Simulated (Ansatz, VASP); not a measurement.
**SiO2 in two plane-wave programs**

One calculation is typed for both programs; each brings its own data sets. How far apart do they land? The cell is taken from a series of runs on this material, whose earlier steps may have relaxed, scaled, displaced or heated it; both programs get it as it stands.

Method: plane waves, with VASP 6.6.1 beside it; single point at HSE06, in Ansatz 0.2.0.

## Step 1: Set-up

The structure is tetragonal, space group P4_32_12 (No. 96). The conventional cell has a = 4.933 Å, b = 4.933 Å, c = 6.400 Å, α = 90.00°, β = 90.00°, γ = 90.00°. Nearest to Si lie 4 O at 1.61 Å. Nearest to O lie 2 Si at 1.61 Å. Farther neighbours and most contacts between anions are not listed.

Structure file:

```
Si O
1.0
     4.93290    0.00000    0.00000
     0.00000    4.93290    0.00000
     0.00000    0.00000    6.39985
Si O
4 8
Direct
  0.81500 0.81500 0.50000
  0.68500 0.31500 0.25000
  0.18500 0.18500 0.00000
  0.31500 0.68500 0.75000
  0.26820 0.36925 0.80228
  0.13075 0.76820 0.55228
  0.73180 0.63075 0.30228
  0.86925 0.23180 0.05228
  0.76820 0.13075 0.44772
  0.63075 0.73180 0.69772
  0.23180 0.86925 0.94772
  0.36925 0.26820 0.19772
```

## Step 2: VASP: single point, HSE06

With cell and atoms fixed, the geometry can't cause a difference; cores, projectors, grids and the points listed under the comparison can.

Lines of VASP's logs that name or quote its potential files are left out, and so is its time.

The run reads the wave functions of an earlier VASP run, which isn't shown here.

File INCAR:

```
SYSTEM = SiO2
PREC = Accurate
ENCUT = 520
EDIFF = 1E-06
NELM = 100
ISMEAR = 0
SIGMA = 0.01
LREAL = .FALSE.
ALGO = Normal
LHFCALC = .TRUE.
AEXX = 0.25
GGA = PE
HFSCREEN = 0.208
LASPH = .TRUE.
NBANDS = 44
PRECFOCK = Fast
LORBIT = 11
LWAVE = .FALSE.
LCHARG = .FALSE.
KPAR = 4
NCORE = 2
ISIF = 2
```

File POSCAR:

```
SiO2
1.0
    4.9329000000      0.0000000000      0.0000000000
    0.0000000000      4.9329000000      0.0000000000
    0.0000000000      0.0000000000      6.3998550000
Si O
4 8
Direct
    0.8150006241      0.8150006241      0.5000000000
    0.6849993759      0.3150006241      0.2500000000
    0.1849993759      0.1849993759      0.0000000000
    0.3150006241      0.6849993759      0.7500000000
    0.2681986737      0.3692509667      0.8022845888
    0.1307490333      0.7681986737      0.5522845888
    0.7318013263      0.6307490333      0.3022845888
    0.8692509667      0.2318013263      0.0522845888
    0.7681986737      0.1307490333      0.4477154112
    0.6307490333      0.7318013263      0.6977154112
    0.2318013263      0.8692509667      0.9477154112
    0.3692509667      0.2681986737      0.1977154112
```

File KPOINTS:

```
Automatic mesh
0
Gamma
4 4 2
0 0 0
```

PAW data sets: Si and O (PBE family, release 64).

Started as:

```
$ mpirun -np 8 vasp_std
```

Numbers of over 12 decimals in the logs are rounded to 6 here.

Output:

```text
[banner, memory and clock lines left out]
running    8 mpi-ranks, on    1 nodes
 distrk:  each k-point on    2 cores,    4 groups
 distr:  one band on    2 cores,    1 groups

 POSCAR found type information on POSCAR SiO
 POSCAR found :  2 types and      12 ions
 LDA part: xc-table for (Slater+PW92), standard interpolation
 found WAVECAR, reading the header
 POSCAR, INCAR and KPOINTS ok, starting setup
 FFT: planning ... GRIDC
 FFT: planning ... GRID_SOFT
 FFT: planning ... GRID
 reading WAVECAR
 the WAVECAR file was read successfully
 initial charge from wavefunction
 entering main loop
       N       E                     dE             d eps       ncg     rms          rms(c)
DAV:   1    -0.116392420333E+03   -0.11639E+03   -0.17373E+00  1208   0.803E+00    0.640E+00
DAV:   2    -0.116406932997E+03   -0.14513E-01   -0.76701E-02  1280   0.136E+00    0.475E+00
DAV:   3    -0.116401124737E+03    0.58083E-02   -0.59729E-03  1280   0.361E-01    0.287E+00
DAV:   4    -0.116399858042E+03    0.12667E-02   -0.19185E-03  1252   0.188E-01    0.164E+00
DAV:   5    -0.116399471135E+03    0.38691E-03   -0.23503E-04  1256   0.883E-02    0.928E-01
DAV:   6    -0.116399341140E+03    0.12999E-03   -0.69257E-05  1252   0.568E-02    0.528E-01
DAV:   7    -0.116399303747E+03    0.37393E-04   -0.19621E-05  1252   0.315E-02    0.301E-01
DAV:   8    -0.116399292927E+03    0.10820E-04   -0.57533E-06  1264   0.162E-02    0.172E-01
DAV:   9    -0.116399290213E+03    0.27141E-05   -0.20346E-06   884   0.926E-03    0.981E-02
DAV:  10    -0.116399289808E+03    0.40503E-06   -0.90720E-07   728   0.653E-03
   1 F= -.11639929E+03 E0= -.11639929E+03  d E =-.134068E-15
```

Parts of OUTCAR (step 2):

```text
ion  position               nearest neighbor table
   1  0.815  0.815  0.500-   6 1.61   9 1.61   7 1.61  10 1.61   2 3.01   4 3.01   2 3.01   4 3.01

  LATTYP: Found a simple tetragonal cell.
 ALAT       =     4.9329000000
 C/A-ratio  =     1.2973818646

 Subroutine GETGRP returns: Found  8 space group operations
 (whereof  2 operations were pure point group operations)

The static configuration has the point symmetry C_2 .
 The point group associated with its full space group is D_4 .

 Found     12 irreducible k-points:

   k-points           NKPTS =     12   k-points in BZ     NKDIM =     32   number of bands    NBANDS=     44

   dimension x,y,z NGX =    40 NGY =   40 NGZ =   48
   dimension x,y,z NGXF=    80 NGYF=   80 NGZF=   96

   ENCUT  =  520.0 eV  38.22 Ry    6.18 a.u.   9.17  9.17 11.90*2*pi/ulx,y,z

   NELECT =      64.0000    total number of electrons

 k-points in reciprocal lattice and weights: Automatic mesh
   0.00000000  0.00000000  0.00000000       0.031
   0.25000000  0.00000000  0.00000000       0.125
   0.50000000  0.00000000  0.00000000       0.062
   0.25000000  0.25000000  0.00000000       0.125
   0.50000000  0.25000000  0.00000000       0.125
   0.50000000  0.50000000  0.00000000       0.031
   0.00000000  0.00000000  0.50000000       0.031
   0.25000000  0.00000000  0.50000000       0.125
   0.50000000  0.00000000  0.50000000       0.062
   0.25000000  0.25000000  0.50000000       0.125
   0.50000000  0.25000000  0.50000000       0.125
   0.50000000  0.50000000  0.50000000       0.031

  exchange ACFDT corr.  =         0.00000000  see jH, gK, PRB 81, 115126

 average (electrostatic) potential at core
       1 -83.1292       2 -83.1292       3 -83.1292       4 -83.1292       5 -66.5431
       6 -66.5431       7 -66.5431       8 -66.5431       9 -66.5431      10 -66.5431
      11 -66.5431      12 -66.5431

 E-fermi :  -0.3642

 k-point     1 :       0.0000    0.0000    0.0000
  band No.  band energies     occupation
    ...
     28      -1.9049      2.00000
     29      -1.3318      2.00000
     30      -0.9068      2.00000
     31      -0.9068      2.00000
     32      -0.4170      2.00000
     33       7.2376      0.00000
     34      10.4627      0.00000
     35      10.4627      0.00000
     36      11.1500      0.00000
     37      11.3424      0.00000
    ...

 k-point     2 :       0.2500    0.0000    0.0000
  band No.  band energies     occupation
    ...
     28      -1.5882      2.00000
     29      -1.4345      2.00000
     30      -1.0075      2.00000
     31      -0.9815      2.00000
     32      -0.5952      2.00000
     33       7.9384      0.00000
     34      10.6070      0.00000
     35      10.6085      0.00000
     36      10.8972      0.00000
     37      10.9627      0.00000
    ...

 k-point     3 :       0.5000    0.0000    0.0000
  band No.  band energies     occupation
    ...
     28      -1.4556      2.00000
     29      -1.1908      2.00000
     30      -1.1908      2.00000
     31      -1.0067      2.00000
     32      -1.0067      2.00000
     33       9.4490      0.00000
     34       9.4490      0.00000
     35      10.8059      0.00000
     36      10.8059      0.00000
     37      11.5137      0.00000
    ...

  Total        1.4739627      1.4739627      4.4989986      0.0000000      0.0000000      0.0000000
  in kB       15.1642980     15.1642980     46.2862162      0.0000000      0.0000000      0.0000000
  external PRESSURE =      25.5382707 kB  Pullay stress =       0.0000000 kB

  energy-cutoff  :      520.00
  volume of cell :      155.73
      direct lattice vectors                 reciprocal lattice vectors
     4.932900000  0.000000000  0.000000000     0.202720509  0.000000000  0.000000000
     0.000000000  4.932900000  0.000000000     0.000000000  0.202720509  0.000000000
     0.000000000  0.000000000  6.399855000     0.000000000  0.000000000  0.156253540

 POSITION                                       TOTAL-FORCE (eV/Angst)
 -----------------------------------------------------------------------------------
      4.02032      4.02032      3.19993         0.014542      0.014542      0.000000
      3.37903      1.55387      1.59996        -0.014542      0.014542     -0.000000
      0.91258      0.91258      0.00000        -0.014542     -0.014542      0.000000
      1.55387      3.37903      4.79989         0.014542     -0.014542      0.000000
      1.32300      1.82148      5.13451        -0.015152      0.004416      0.010591
      0.64497      3.78945      3.53454        -0.004416     -0.015152      0.010591
      3.60990      3.11142      1.93458         0.015152     -0.004416      0.010591
      4.28793      1.14345      0.33461         0.004416      0.015152      0.010591
      3.78945      0.64497      2.86531        -0.015152     -0.004416     -0.010591
      3.11142      3.60990      4.46528        -0.004416      0.015152     -0.010591
      1.14345      4.28793      6.06524         0.015152      0.004416     -0.010591
      1.82148      1.32300      1.26535         0.004416     -0.015152     -0.010591
 -----------------------------------------------------------------------------------
    total drift:                                0.000005     -0.000006      0.000000

  FREE ENERGIE OF THE ION-ELECTRON SYSTEM (eV)
  ---------------------------------------------------
  free  energy   TOTEN  =      -116.3992898079 eV

  energy  without entropy=     -116.3992898079  energy(sigma->0) =     -116.39928981

 total charge
# of ion       s       p       d       tot
------------------------------------------
    1        0.662   1.028   0.000   1.689
    2        0.662   1.028   0.000   1.689
    3        0.662   1.028   0.000   1.689
    4        0.662   1.028   0.000   1.689
    5        1.559   3.730   0.000   5.288
    6        1.559   3.730   0.000   5.288
    7        1.559   3.730   0.000   5.288
    8        1.559   3.730   0.000   5.288
    9        1.559   3.730   0.000   5.288
   10        1.559   3.730   0.000   5.288
   11        1.559   3.730   0.000   5.288
   12        1.559   3.730   0.000   5.288
--------------------------------------------------
tot         15.116  33.948   0.000  49.064

[... 3 further parts left out ...]
```

The run ends at a pressure of 2.55 GPa, with forces up to 0.021 eV/Å.

(Continued in part 2 of 2.)

[Lines on the potential files, build, host, timing and source positions are cut from VASP's logs without a mark.]

[Logs are printed without paths, hosts, clocks, repeated set-up lines and the standing remarks that a program may print on its own settings, such as how far it seeks lower states.]

[Hosts, paths, dates, database ids (printed as entryN), source tags and the programs' standing remarks are cut or masked in the printed files.]
